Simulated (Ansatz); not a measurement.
# SiC: the cost of one run

Method: DFT PBE, scalar-relativistic, plane waves, PAW, in Ansatz 0.2.0.

### Step 1. Starting point

The cell holds 20 atoms (C10Si10): a = 5.720 Å, b = 5.206 Å, c = 8.529 Å, α = 83.94°, β = 71.47°, γ = 69.74°.

The sites of an ideal diamond lattice, at a guessed lattice constant, take 10 Si, 10 C (sublattices apart by semicolons), with a shake of 0.02 Å. Warren-Cowley parameters of the first shell (negative: unlike neighbours preferred): C-Si +0.30. In a cell this small the draw can fall short of the order aimed at.

Its coordinates follow in the input file.

### Step 2. The final cell at tighter settings

Input file input.yaml:

```yaml
crystal:
  lattice:
    - [2.3311259519, 2.4055608519, 4.6367474172]
    - [-2.0741333283, -2.032026759, 4.321484059]
    - [6.8644146897, -4.5364817012, 2.2455352903]
  atoms:
    - { symbol: C, position: [0.1412369554, 0.9942003302, 0.6256701742] }
    - { symbol: C, position: [0.0333317435, 0.5155941137, 0.7917969916] }
    - { symbol: C, position: [0.0011040693, 0.0190592729, 0.9369653255] }
    - { symbol: C, position: [0.7328429504, 0.4731378041, 0.6425475307] }
    - { symbol: C, position: [0.5762850819, 0.4750935549, 0.9544238029] }
    - { symbol: C, position: [0.5756149919, 0.3833420456, 0.7976341663] }
    - { symbol: C, position: [0.9893292993, 0.858762701, 0.7870990171] }
    - { symbol: C, position: [0.1283732182, 0.9009758245, 0.4629055548] }
    - { symbol: C, position: [0.0344370656, 0.3782765511, 0.6392655538] }
    - { symbol: C, position: [0.9053730736, 0.3649259321, 0.9402683713] }
    - { symbol: Si, position: [0.6204202422, 0.025555647, 0.8016317447] }
    - { symbol: Si, position: [0.3492016079, 0.9484267186, 0.25013626] }
    - { symbol: Si, position: [0.2584568211, 0.5118998249, 0.447556627] }
    - { symbol: Si, position: [0.818896511, 0.9740430785, 0.4008034506] }
    - { symbol: Si, position: [0.9320057343, 0.4641531445, 0.1490383443] }
    - { symbol: Si, position: [0.5200927563, 0.8511423624, 0.6105183533] }
    - { symbol: Si, position: [0.3405195452, 0.8572880153, 0.9945933142] }
    - { symbol: Si, position: [0.7927806686, 0.9262175407, 0.1438719874] }
    - { symbol: Si, position: [0.6887114599, 0.4300876358, 0.4316929561] }
    - { symbol: Si, position: [0.3490286362, 0.3942699614, 0.166964595] }
  symmetry: { detect: false }
basis:
  ecutwfc: 420
kpoints:
  mp_grid: { grid: [4, 4, 3] }
hamiltonian:
  xc: pbe
scf:
  occupations: { method: gaussian, width: 0.1 }
  lower_state_search: "off"
output:
  forces: true
  stress: true
  eigenvalues: true
relax:
  adjacent_minimum: "off"
  f_tol: 0.04
  max_steps: 25
  cell: { stress_tol: 0.3 }
```

The run is started by

```console
> ansatz run input.yaml --threads 4 --pin off --max-ram 9216MiB --backend cpu --events-out ev --progress --plain --runs-dir out
```

Q: Estimate wall time and peak memory on 4 threads of Arm Neoverse N1, shared host.

About 6 min, with a peak of 0.88 GiB.
